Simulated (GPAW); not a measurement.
## How the form of the self-energy moves the gap of BaTe (Fm-3m)

Aim: compare treatments of exchange, screening and correlation for the gap of BaTe (Fm-3m).

Program: GPAW 26.7.0. Level of theory: PBE and many-body steps on it, plane waves. Results are calculated unless marked as measured.

The database entry behind the starting cell differs from later determinations by our own check (about 0.2 % short), so it need not match the best structure at ambient conditions.

**1. The starting structure**

It takes space group Fm-3m (No. 225, cubic). Conventional cell: a = 6.986 Å, b = 6.986 Å, c = 6.986 Å, α = 90.00°, β = 90.00°, γ = 90.00°. Nearest to Ba lie 6 Te at 3.49 Å. Te has 6 Ba at 3.49 Å nearest. Farther neighbours and most contacts between anions are not listed.

As a file:

```cif
data_structure
_symmetry_space_group_name_H-M 'Fm-3m'
_symmetry_Int_Tables_number 225
_cell_length_a 6.9860
_cell_length_b 6.9860
_cell_length_c 6.9860
_cell_angle_alpha 90.000
_cell_angle_beta 90.000
_cell_angle_gamma 90.000
_cell_volume 340.95
loop_
_atom_site_label
_atom_site_type_symbol
_atom_site_symmetry_multiplicity
_atom_site_Wyckoff_symbol
_atom_site_fract_x
_atom_site_fract_y
_atom_site_fract_z
_atom_site_occupancy
Ba1 Ba 4 a 0.00000 0.00000 0.00000 1
Te1 Te 4 b 0.50000 0.00000 0.00000 1
```

The cell and positions come from the Crystallography Open Database and are kept as given unless a step says otherwise. Spin-orbit coupling is left out unless a step names it.

**2. Empty states on the mesh, 4×4×4 mesh, 401 bands**

This step: GPAW 26.7.0; DFT, PBE, plane waves, PAW.

The sums over transitions need many empty states on a uniform mesh; this step solves for them.

The input, run.py:

```python
import json
import numpy as np
from gpaw.mpi import world
from gpaw import GPAW

calc = GPAW('gs.gpw').fixed_density(kpts={'size': (4, 4, 4), 'gamma': True},
    parallel={'domain': 1, 'band': 1},
    txt='nscf.txt')
calc.diagonalize_full_hamiltonian(nbands=401)
calc.write('full.gpw', mode='all')
res = {}
kpts = calc.get_ibz_k_points()
res['kpts'] = kpts
res['eigenvalues'] = [calc.get_eigenvalues(kpt=k) for k in range(len(kpts))]
res['n_electrons'] = calc.get_number_of_electrons()

if world.rank == 0:
    with open('result.json', 'w') as f:
        json.dump(res, f, default=lambda x: x.tolist())
```

Run with:

```sh
> mpirun -n 4 gpaw python run.py
```

Numbers of over 12 decimals in the logs are rounded to 6 here.

Output:

```text
Diagonalizing LCAO Hamiltonian
Converting LCAO to pw mode
convergence criteria:
- Maximum integral of absolute [eigenst]ate change: 4e-08 eV^2 / valence electron
maximum number of iterations: 100

SCF iterations
|iter     |     time |      energy | eigst |  dens |
|iter:   1|  |             | +1.86 |       |
|iter:   2|  |             | +0.33 |       |
|iter:   3|  |             | +0.15 |       |
[...]
|iter:  11|  |             | -6.43 |       |
|iter:  12|  |             | -7.24 |       |
|iter:  13|  |             | -7.78c|       |
SCF steps: 13
  __  _  _
 | _ |_)|_||  |
 |__||  | ||/\| - 26.7.0

Input parameters:
  mode=PW(ecut=450.000000),
  convergence={'density': 1e-06, 'bands': -3},
  gpts=array([25, 25, 25]),
  kpts=MonkhorstPack(size=(4, 4, 4), gamma=True),
  maxiter=100,
  nbands=15,
  occupations=Occupations(name='fermi-dirac', width=0.001, fixmagmom=False),
  parallel={'domain': 1, 'band': 1},
  xc=XC(name='PBE')
Matrix size: 1837x1837
# Writing to full.gpw (mode='all')
  [... matrices ...]

timing:  # [seconds]
  Total: 13.961  # ━━━━━━━━━━━━━━━━━━━━━━━━━━━━━━━━━━━━━━━━━━━━━━━━━━━━━━━━━━
```

Run time: 18 s. Hardware: 4 MPI ranks of Arm Neoverse V1, shared host; peak memory 1.8 GiB; 73 s of CPU time.

This step gave:

| Property | Result |
| --- | --- |
| gap | 1.529 eV |
| k of the valence top | 0, 0, 0 |
| k of the conduction bottom | 0.5, 0.5, 0 |
| least direct gap | 1.906 eV |
| k points computed | 8 |
| lowest point of the top converged band, above the valence top | 150.4748 eV |

On this mesh the gap is 1.529 eV.

**3. G0W0, Godby-Needs plasmon pole**

Now the one-shot GW correction: screening in the RPA, then the self-energy of the levels asked for.

This step: G0W0 on PBE, plane waves, PAW.

The input, run.py:

```python
import json
import numpy as np
from gpaw.mpi import world
from gpaw.response.g0w0 import G0W0

gw = G0W0('full.gpw',
    filename='gw',
    kpts=[0, 5],
    bands=(6, 10),
    ecut=96,
    nbands=182,
    integrate_gamma='WS',
    ppa=True)
gw.calculate()
res = {mode: {k: v for k, v in r.items() if k != 'sigma_eskwn'}
       for mode, r in gw.all_results.items()}

if world.rank == 0:
    with open('result.json', 'w') as f:
        json.dump(res, f, default=lambda x: x.tolist())
```

Run with:

```sh
> mpirun -n 4 gpaw python run.py
```

Output:

```text
Using integrator: PointIntegrator
FrequencyGridDescriptor(from 0.000+0.000j to 0.000+27.211j eV, 2 points)
Nonperiodic BCs:  [False False False]
Using integrator: PointIntegrator
FrequencyGridDescriptor(from 0.000+0.000j to 0.000+27.211j eV, 2 points)
Nonperiodic BCs:  [False False False]
  ___  _ _ _
 |   || | | |
 | | || | | |
 |__ ||_____|
 |___|

BZ k-points: Symmetries present (total): 48

  [... matrices ...]
64 k-points: 4 x 4 x 4 Monkhorst-Pack grid + [1/8,1/8,1/8]
8 k-points in the irreducible part of the Brillouin zone
       k-points in crystal coordinates                weights
   0:     0.00000000    0.00000000    0.00000000          1/64
   1:     0.25000000    0.25000000    0.00000000          6/64
   2:     0.25000000    0.25000000    0.25000000          8/64
   3:     0.50000000    0.25000000   -0.25000000          6/64
   4:     0.50000000    0.25000000    0.25000000         12/64
   5:     0.50000000    0.50000000    0.00000000          3/64
   6:     0.50000000    0.50000000    0.25000000         24/64
   7:     0.50000000    0.50000000    0.50000000          4/64

Distributing spins, k-points and bands (1 x 2 x 4) over 4 processes
Number of blocks: 1

Quasi particle states:
k-points (IBZ indices): [0, 5]
Band range: (6, 10)
  [... matrices ...]
Computational parameters:
Plane wave cut-off: 96 eV
Number of bands: 182
Coulomb cutoff: None
Broadening: 0.1 eV

fxc modes: GW
Kernel: RPA
Using Godby-Needs plasmon-pole approximation:
  Fitting energy: i*E0, E0 = 1.000 Hartree
Summing all q:

Calculating screened Coulomb potential
No Coulomb truncation
FrequencyGridDescriptor(from 0.000+0.000j to 0.000+27.211j eV, 2 points)
Removing empty qpoint cache files...

Calculating chi0 body with:
    Ground state adapter containing:
    Number of spins: 1
    Number of kpoints: 64
    Number of irreducible kpoints: 8
    Number of completely occupied states: 8
    Number of partially occupied states: 8
    Occupied states memory: 1.907349 M / cpu

    Linear response parametrization:
    q_c: [0.0, 0.0, 0.0]
    Number of frequency points: 2
    Planewave cutoff: 96.0
    Number of bands: 182
    Number of planewaves: 169
    Broadening (eta): 1e-06
    comm.size: 4
    kncomm.size: 4
    blockcomm.size: 1

    Memory estimate of potentially large arrays:
        chi0_wGG: 0.871613 M / cpu
Integrating chi0 body.

Symmetries of q_c:
    Direct symmetries (Uq -> q): 48
    Indirect symmetries (TUq -> q): 0
In total 48 allowed symmetries.

  [... matrices ...]
8 groups of equivalent kpoints. 87.5% reduction.

Integral kind: response function
Integrating chi0 head and wings.

Symmetries of q_c:
    Direct symmetries (Uq -> q): 48
    Indirect symmetries (TUq -> q): 0
In total 48 allowed symmetries.

  [... matrices ...]
8 groups of equivalent kpoints. 87.5% reduction.

Integral kind: response function wings

Calculating chi0 body with:
    Ground state adapter containing:
    Number of spins: 1
    Number of kpoints: 64
    Number of irreducible kpoints: 8
    Number of completely occupied states: 8
    Number of partially occupied states: 8
    Occupied states memory: 1.907349 M / cpu

    Linear response parametrization:
[... the further q-points ...]

Results:
f:      Occupation numbers
eps:     KS-eigenvalues [eV]
vxc:     KS vxc [eV]
exx:     Exact exchange [eV]
sigma:   Self-energies [eV]
dsigma:  Self-energy derivatives
Z:       Renormalization factors
qp:      QP-energies [eV]

k-point 0 (0): (0.000, 0.000, 0.000)                GW
band       f     eps     vxc     exx   sigma  dsigma       Z      qp
                                                                   GW
   6   1.000   4.697 -13.305 -15.404   1.126  -0.252   0.799   3.919
   7   1.000   4.697 -13.305 -15.404   1.126  -0.252   0.799   3.919
   8   0.000   7.643  -9.485  -5.238  -3.799  -0.232   0.811   8.007
   9   0.000   7.643  -9.485  -5.238  -3.799  -0.232   0.811   8.007

k-point 1 (5): (0.500, 0.500, 0.000)                GW
band       f     eps     vxc     exx   sigma  dsigma       Z      qp
                                                                   GW
   6   1.000   4.319 -13.055 -15.372   1.270  -0.254   0.797   3.484
   7   1.000   4.319 -13.055 -15.372   1.270  -0.254   0.797   3.484
   8   0.000   6.225  -8.305  -4.739  -3.392  -0.224   0.817   6.368
   9   0.000   9.162 -12.050  -7.323  -3.900  -0.237   0.808   9.830
```

Run time: 52 s. Hardware: 4 MPI ranks; peak memory 1.3 GiB.

This step gave:

* G0W0 gap on the points computed: 2.449 eV
* least direct G0W0 gap on the computed points: 2.884 eV
* Z at the valence top: 0.7987
* Z at the conduction bottom: 0.8167
* starting gap on the mesh: 1.529 eV
* k of the valence top: 0, 0, 0
* k of the conduction bottom: 0.5, 0.5, 0

The gap on the mesh goes from 1.53 eV to 2.45 eV, a correction of +0.92 eV.

**4. One-shot HSE06**

This step: one-shot HSE06 levels on PBE orbitals, plane waves, PAW.

The input, run.py:

```python
import json
import numpy as np
from gpaw.mpi import world
from gpaw.hybrids.eigenvalues import non_self_consistent_eigenvalues

dft, vxc, vxc_hyb = non_self_consistent_eigenvalues('full.gpw', 'HSE06', 6, 10, kpt_indices=[0, 5])
res = {'dft': dft[0], 'hybrid': (dft - vxc + vxc_hyb)[0]}
if world.rank == 0:
    with open('hybrid.txt', 'w') as f:
        for k, e0, e1 in zip([0, 5], res['dft'], res['hybrid']):
            print(k, ' '.join(f'{x:9.4f}' for x in e0), '|', ' '.join(f'{x:9.4f}' for x in e1), file=f)

if world.rank == 0:
    with open('result.json', 'w') as f:
        json.dump(res, f, default=lambda x: x.tolist())
```

Run with:

```sh
> mpirun -n 4 gpaw python run.py
```

Output:

```text
IBZ(<points: 8, symmetries: 48>)
Occupied bands: 8
Transforming wave functions from IBZ to BZ: 0.027 seconds
Distributing wave functions and iFFT-ing to real space: 0.175 seconds
Calculating eigenvalues:
  k-points: 2
  Bands: 6-9 (inclusive)
  Seconds: 0.423 (wave-function broadcasting: 0.009 seconds)
HSE06-eigenvalue shifts:
  min: -0.514 eV
  ave: -0.068 eV
  max: 0.496 eV
```

Elapsed: 3.7 s, on 4 MPI ranks; peak memory 0.48 GiB; 15 s of CPU time.

This step gave:

```
starting gap on the mesh                       : 1.529 eV
hybrid gap on the mesh                         : 2.210 eV
least direct hybrid gap on the computed points : 2.629 eV
```

**5. G0W0, extrapolated in the cutoff**

This step: G0W0 on PBE, plane waves, PAW.

The input, run.py:

```python
import json
import numpy as np
from gpaw.mpi import world
from gpaw.response.g0w0 import G0W0

gw = G0W0('full.gpw',
    filename='gw',
    kpts=[0, 5],
    bands=(6, 10),
    ecut=160.0,
    integrate_gamma='WS',
    ppa=True,
    ecut_extrapolation=True)
gw.calculate()
res = {mode: {k: v for k, v in r.items() if k != 'sigma_eskwn'}
       for mode, r in gw.all_results.items()}

if world.rank == 0:
    with open('result.json', 'w') as f:
        json.dump(res, f, default=lambda x: x.tolist())
```

Run with:

```sh
> mpirun -n 4 gpaw python run.py
```

Output:

```text
Using integrator: PointIntegrator
FrequencyGridDescriptor(from 0.000+0.000j to 0.000+27.211j eV, 2 points)
Nonperiodic BCs:  [False False False]
Using integrator: PointIntegrator
FrequencyGridDescriptor(from 0.000+0.000j to 0.000+27.211j eV, 2 points)
Nonperiodic BCs:  [False False False]
  ___  _ _ _
 |   || | | |
 | | || | | |
 |__ ||_____|
 |___|

BZ k-points: Symmetries present (total): 48

  [... matrices ...]
64 k-points: 4 x 4 x 4 Monkhorst-Pack grid + [1/8,1/8,1/8]
8 k-points in the irreducible part of the Brillouin zone
       k-points in crystal coordinates                weights
   0:     0.00000000    0.00000000    0.00000000          1/64
   1:     0.25000000    0.25000000    0.00000000          6/64
   2:     0.25000000    0.25000000    0.25000000          8/64
[...]
6:     0.50000000    0.50000000    0.25000000         24/64
   7:     0.50000000    0.50000000    0.50000000          4/64

Distributing spins, k-points and bands (1 x 2 x 4) over 4 processes
Number of blocks: 1

Quasi particle states:
k-points (IBZ indices): [0, 5]
Band range: (6, 10)
  [... matrices ...]
Computational parameters:
Extrapolating to infinite plane wave cut-off using points at:
  137.884 eV
  147.917 eV
  160.000 eV
Number of bands: 391
Coulomb cutoff: None
Broadening: 0.1 eV

fxc modes: GW
Kernel: RPA
Using Godby-Needs plasmon-pole approximation:
  Fitting energy: i*E0, E0 = 1.000 Hartree
Summing all q:

Calculating screened Coulomb potential
No Coulomb truncation
FrequencyGridDescriptor(from 0.000+0.000j to 0.000+27.211j eV, 2 points)
Removing empty qpoint cache files...

Calculating chi0 body with:
    Ground state adapter containing:
    Number of spins: 1
    Number of kpoints: 64
    Number of irreducible kpoints: 8
[...]
chi0_wGG: 4.570587 M / cpu
Integrating chi0 body.

Symmetries of q_c:
    Direct symmetries (Uq -> q): 48
    Indirect symmetries (TUq -> q): 0
In total 48 allowed symmetries.

  [... matrices ...]
8 groups of equivalent kpoints. 87.5% reduction.

Integral kind: response function
Integrating chi0 head and wings.

Symmetries of q_c:
    Direct symmetries (Uq -> q): 48
    Indirect symmetries (TUq -> q): 0
In total 48 allowed symmetries.

  [... matrices ...]
8 groups of equivalent kpoints. 87.5% reduction.

Integral kind: response function wings

Calculating chi0 body with:
    Ground state adapter containing:
    Number of spins: 1
    Number of kpoints: 64
    Number of irreducible kpoints: 8
    Number of completely occupied states: 8
    Number of partially occupied states: 8
    Occupied states memory: 1.907349 M / cpu

    Linear response parametrization:
[... the further q-points ...]
Extrapolating selfenergy to infinite energy cutoff:
  Performing linear fit to 3 points
  Warning: Bad quality of linear fit for some (n,k).
           Higher cutoff might be necessary.
  Minimum R^2 = 0.3750. (R^2 Should be close to 1)
  [... matrices ...]
Results:
f:      Occupation numbers
eps:     KS-eigenvalues [eV]
vxc:     KS vxc [eV]
exx:     Exact exchange [eV]
sigma:   Self-energies [eV]
dsigma:  Self-energy derivatives
Z:       Renormalization factors
qp:      QP-energies [eV]

k-point 0 (0): (0.000, 0.000, 0.000)                GW
band       f     eps     vxc     exx   sigma  dsigma       Z      qp
                                                                   GW
   6   1.000   4.697 -13.305 -15.404   0.830  -0.254   0.797   3.684
   7   1.000   4.697 -13.305 -15.404   0.830  -0.254   0.797   3.684
   8   0.000   7.643  -9.485  -5.238  -3.980  -0.234   0.810   7.859
[...]
k-point 1 (5): (0.500, 0.500, 0.000)                GW
band       f     eps     vxc     exx   sigma  dsigma       Z      qp
                                                                   GW
[...]
8   0.000   6.225  -8.305  -4.739  -3.526  -0.226   0.816   6.259
   9   0.000   9.162 -12.050  -7.323  -4.191  -0.240   0.806   9.594
```

Elapsed: 8.2 min, on 4 MPI ranks; peak memory 1.8 GiB; 33 min of CPU time.

This step gave:

```yaml
quasiparticle_gap_on_the_points_computed: 2.574 eV
least_direct_quasiparticle_gap_on_the_computed_points: 3.007 eV
z_at_the_valence_top: 0.7972
z_at_the_conduction_bottom: 0.8159
starting_gap_on_the_mesh: 1.529 eV
k_of_the_valence_top: 0, 0, 0
k_of_the_conduction_bottom: 0.5, 0.5, 0
gaps_at_the_cutoffs_of_the_extrapolation: 2.504, 2.511, 2.518 eV
```

Against G0W0 in GPAW (4×4×4 mesh, 182 bands, screening to 96 eV, Godby-Needs plasmon pole), the gap moves by +0.125 eV.

**6. One-shot Hartree-Fock**

This step: one-shot Hartree-Fock levels on PBE orbitals, plane waves, PAW.

The input, run.py:

```python
import json
import numpy as np
from gpaw.mpi import world
from gpaw.hybrids.eigenvalues import non_self_consistent_eigenvalues

dft, vxc, vxc_hyb = non_self_consistent_eigenvalues('full.gpw', 'EXX', 6, 10, kpt_indices=[0, 5])
res = {'dft': dft[0], 'hybrid': (dft - vxc + vxc_hyb)[0]}
if world.rank == 0:
    with open('hybrid.txt', 'w') as f:
        for k, e0, e1 in zip([0, 5], res['dft'], res['hybrid']):
            print(k, ' '.join(f'{x:9.4f}' for x in e0), '|', ' '.join(f'{x:9.4f}' for x in e1), file=f)

if world.rank == 0:
    with open('result.json', 'w') as f:
        json.dump(res, f, default=lambda x: x.tolist())
```

Run with:

```sh
> mpirun -n 4 gpaw python run.py
```

Output:

```text
IBZ(<points: 8, symmetries: 48>)
Occupied bands: 8
Transforming wave functions from IBZ to BZ: 0.026 seconds
Distributing wave functions and iFFT-ing to real space: 0.157 seconds
Calculating eigenvalues:
  k-points: 2
  Bands: 6-9 (inclusive)
  Seconds: 0.718 (wave-function broadcasting: 0.009 seconds)
HSE06-eigenvalue shifts:
  min: -2.317 eV
  ave: 0.994 eV
  max: 4.727 eV
```

Elapsed: 3.8 s, on 4 MPI ranks; peak memory 0.48 GiB; 15 s of CPU time.

Numbers from this step:

```
starting gap on the mesh                       : 1.529 eV
hybrid gap on the mesh                         : 7.195 eV
least direct hybrid gap on the computed points : 7.790 eV
```

**7. G0W0, full frequency, Hilbert transform**

This step: G0W0 on PBE, plane waves, PAW.

The input, run.py:

```python
import json
import numpy as np
from gpaw.mpi import world
from gpaw.response.g0w0 import G0W0

gw = G0W0('full.gpw',
    filename='gw',
    kpts=[0, 5],
    bands=(6, 10),
    ecut=96,
    nbands=182,
    integrate_gamma='WS',
    frequencies={'type': 'nonlinear', 'domega0': 0.1, 'omega2': 15.0},
    eta=0.1,
    nblocksmax=True)
gw.calculate()
res = {mode: {k: v for k, v in r.items() if k != 'sigma_eskwn'}
       for mode, r in gw.all_results.items()}

if world.rank == 0:
    with open('result.json', 'w') as f:
        json.dump(res, f, default=lambda x: x.tolist())
```

Run with:

```sh
> mpirun -n 4 gpaw python run.py
```

Output:

```text
Using integrator: PointIntegrator
NonLinearFrequencyDescriptor(from 0.000 to 116.041 eV, 277 points)
Nonperiodic BCs:  [False False False]
Using integrator: PointIntegrator
NonLinearFrequencyDescriptor(from 0.000 to 116.041 eV, 277 points)
Nonperiodic BCs:  [False False False]
  ___  _ _ _
 |   || | | |
 | | || | | |
 |__ ||_____|
 |___|

BZ k-points: Symmetries present (total): 48

  [... matrices ...]
64 k-points: 4 x 4 x 4 Monkhorst-Pack grid + [1/8,1/8,1/8]
8 k-points in the irreducible part of the Brillouin zone
       k-points in crystal coordinates                weights
[...]
GW
   6   1.000   4.697 -13.305 -15.404   1.186  -0.299   0.770   3.993
   7   1.000   4.697 -13.305 -15.404   1.186  -0.299   0.770   3.993
   8   0.000   7.643  -9.485  -5.238  -3.753  -0.290   0.775   8.026
[...]
k-point 1 (5): (0.500, 0.500, 0.000)                GW
band       f     eps     vxc     exx   sigma  dsigma       Z      qp
                                                                   GW
[...]
8   0.000   6.225  -8.305  -4.739  -3.317  -0.269   0.788   6.422
   9   0.000   9.162 -12.050  -7.323  -3.878  -0.304   0.767   9.813
```

Elapsed: 97 s, on 4 MPI ranks; peak memory 1.9 GiB; 6.5 min of CPU time.

This step gave:

| Quantity | Value |
| --- | --- |
| G0W0 gap on the points computed | 2.429 eV |
| least direct G0W0 gap on the computed points | 2.840 eV |
| starting gap on the mesh | 1.529 eV |
| k of the valence top | 0, 0, 0 |
| k of the conduction bottom | 0.5, 0.5, 0 |

Against G0W0 in GPAW (4×4×4 mesh, 182 bands, screening to 96 eV, Godby-Needs plasmon pole), the gap moves by −0.020 eV.

**8. Side by side**

Times are wall times on 4 MPI ranks of Arm Neoverse V1, shared host, good to a factor of about two.

| run | mesh | bands | screening cutoff (eV) | DFT gap (eV) | gap on the mesh (eV) | direct (eV) | time |
| --- | --- | --- | --- | --- | --- | --- | --- |
| G0W0, Godby-Needs plasmon pole | 4×4×4 | 182 | 96 | 1.529 | 2.449 | 2.884 | 52 s |
| one-shot HSE06 | 4×4×4 | - | - | 1.529 | 2.210 | 2.629 | 3.7 s |
| G0W0, extrapolated in the cutoff | 4×4×4 | - | 160 | 1.529 | 2.574 | 3.007 | 8.2 min |
| one-shot Hartree-Fock | 4×4×4 | - | - | 1.529 | 7.195 | 7.790 | 3.8 s |
| G0W0, full frequency, Hilbert transform | 4×4×4 | 182 | 96 | 1.529 | 2.429 | 2.840 | 97 s |

**9. What came out**

```yaml
g0w0_godby_needs_plasmon_pole: 2.449 eV
one_shot_hse06: 2.210 eV
g0w0_extrapolated_in_the_cutoff: 2.574 eV
one_shot_hartree_fock: 7.195 eV
g0w0_full_frequency_hilbert_transform: 2.429 eV
known_limits: not at the basis limit; no spin-orbit coupling
```

In words: One-shot HSE06: −0.239 eV against G0W0, Godby-Needs plasmon pole. G0W0, extrapolated in the cutoff: +0.125 eV against G0W0, Godby-Needs plasmon pole, at other bands or cutoff, so not like for like. One-shot Hartree-Fock: +4.746 eV against G0W0, Godby-Needs plasmon pole. G0W0, full frequency, Hilbert transform: −0.020 eV against G0W0, Godby-Needs plasmon pole. Bare exchange alone opens the gap to 7.19 eV; against G0W0, correlation takes back 4.75 eV. One-shot hybrid levels are evaluated on the PBE orbitals. Bands and cutoff are finite, so the gap is not at the basis limit. The miss can reach some tenths of an eV and take either sign; the mesh is an error of its own. These stock PAW sets were not made for GW; the filled d or f shell of Te lies in the frozen core, which bears on start and correction. In the G0W0 runs levels were corrected at 2 k points alone, so a gap called «on the mesh» is the least over those, and an edge elsewhere would be missed. The program warns of a poor linear fit in the extrapolation of some level, so the extrapolated values are rough. The many-body steps are scalar-relativistic: spin-orbit coupling is not in them.

[Paths, hosts, dates, memory and timing lines, banners, echoed tables and standing remarks are left out of the program output.]

[Logs are printed without paths, hosts, clocks, repeated set-up lines and the standing remarks that a program may print on its own settings, such as how far it seeks lower states.]

[Runs of the session that timed out or met a known fault of the program may be left out.]

[Hosts, paths, dates, database ids (printed as entryN), source tags and the programs' standing remarks are cut or masked in the printed files.]
